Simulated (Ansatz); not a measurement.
# Ti: element swaps in one structure

One table from this session's results is given with a row withheld; the runs are named, their logs left out.

Method: DFT PBEsol, scalar-relativistic, plane waves, PAW, in Ansatz 0.2.0.

1 further run of the same task is left out (set aside as unsound or not needed).

### The starting structure

Symmetry: P6/mmm, No. 191, hexagonal system. The conventional cell has a = 4.515 Å, b = 4.515 Å, c = 2.799 Å, α = 90.00°, β = 90.00°, γ = 120.00°. Around Ti (site symmetry 6/mmm) lie 14 Ti at 2.80 to 2.96 Å. Ti (site symmetry -6m2) has 11 Ti at 2.61 to 2.96 Å as nearest neighbours.

Structure file:

```xyz
3
Lattice="4.5153 0.0000 0.0000 -2.2576 3.9104 0.0000 0.0000 0.0000 2.7988" Properties=species:S:1:pos:R:3 pbc="T T T"
Ti    0.0000    0.0000    0.0000
Ti    0.0000    2.6069    1.3994
Ti    2.2576    1.3035    1.3994
```

It goes back to an entry of the Materials Project, which need not be the stable form.

It is the result of an earlier relaxation at this level (volume 16.47 Å³/atom; gap on the mesh: none (metal)).

The first run:

File input.yaml:

```yaml
crystal:
  lattice:
    - [4.1403279394, 0.0, 0.0]
    - [-2.0701639697, 3.5856291755, 0.0]
    - [0.0, 0.0, 2.566374122]
  atoms:
    - { symbol: Ir, position: [0.0, 0.0, 0.0] }
    - { symbol: Ir, position: [0.3333333333, 0.6666666667, 0.5] }
    - { symbol: Ir, position: [0.6666666667, 0.3333333333, 0.5] }
basis:
  ecutwfc: 420
kpoints:
  mp_grid: { grid: [6, 6, 8] }
hamiltonian:
  xc: pbesol
scf:
  occupations: { method: gaussian, width: 0.1 }
output:
  forces: true
  stress: true
  eigenvalues: true
```

Started as:

```
$ ansatz run input.yaml --threads 1 --pin off --max-ram 2560MiB --backend cpu --events-out ev --progress --plain --runs-dir out
```

Steps of the session up to this table: Probe: one point at the start (Ir); Rough relaxation on the coarse mesh (Ir); Relaxing cell and atoms (Ir).

One table of the session follows, with a row left open; its other results are not shown here.

Lengths are those of the vectors of the cell that was run:

```
   swap  volume (Å³/atom)  a (Å)  b (Å)  c (Å)
   none             16.47  4.515  4.515  2.799
Ti → Sc             23.47  5.044  5.044  3.195
Ti → Sn             26.30  5.331  5.331  3.205
Ti → Mn                 ?      ?      ?      ?
Ti → Ir             14.48  4.336  4.336  2.668
 Ti → V             13.13  4.403  4.403  2.347
```

Estimate the missing values for Ti → Mn.

**Answer.** volume (Å³/atom): 10.38; a (Å): 3.852; b (Å): 3.852; c (Å): 2.424. In the column «volume (Å³/atom)» it is the lowest.

Lengths are those of the computed cell. Rows of earlier swaps come from the sessions before.

To keep in mind: Warnings in the runs' records: seeded moment not kept.
